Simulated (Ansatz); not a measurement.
What moves the field gradients of Cu₂O?

Cell of run 1: a COD entry (the entry's cell lengths or inner coordinates differ somewhat from later room-temperature determinations), taken as it stands.

```cif
data_Cu2O
_symmetry_space_group_name_H-M 'Pn-3m:1'
_symmetry_Int_Tables_number 224
_cell_length_a 4.2600
_cell_length_b 4.2600
_cell_length_c 4.2600
_cell_angle_alpha 90.000
_cell_angle_beta 90.000
_cell_angle_gamma 90.000
loop_
_atom_site_label
_atom_site_type_symbol
_atom_site_symmetry_multiplicity
_atom_site_Wyckoff_symbol
_atom_site_fract_x
_atom_site_fract_y
_atom_site_fract_z
Cu Cu 4 b 0.2500 0.2500 0.2500
O O 2 a 0.0000 0.0000 0.0000
```

One atom of each set is listed.

Relaxed positions (PBE, cell held):

Cu (0.2500, 0.2500, 0.2500)
O (0.0000, 0.0000, 0.0000)

All runs are DFT with Ansatz 0.2.0 (plane waves and PAW, scalar-relativistic unless spin–orbit coupling is named, Γ-centred meshes, Fermi–Dirac smearing where given) in this cell.

Run 1: PBE, atoms as given; 420 eV, 7×7×7 k-points, smearing 0.02 eV.
Run 2: r2SCAN, at the relaxed atoms; 500 eV, 7×7×7 k-points, smearing 0.02 eV.
Run 3: LDA, at the relaxed atoms; 420 eV, 7×7×7 k-points, smearing 0.02 eV.

```csv
run,Cu V_zz (η)
1,-5.30 (0.00)
2,-7.84 (0.00)
3,?
```

V_zz in 10²¹ V/m²; 1 of the 2 sets of like atoms are followed.

**Question.** Estimate the row of run 3.

**Answer.** Cu: -4.98 (0.00). It lies nearest to run 1, from whose tensors on these sites it differs by 0.33 at most (largest principal value of the difference, on Cu).

Semilocal functionals underestimate gradients at Cu(I) with two or three neighbours, in Cu₂O by a fifth to nearly a half. The cell isn't the equilibrium one in run 3 (calculated pressure -8 GPa), and the entry's cell may itself be off.
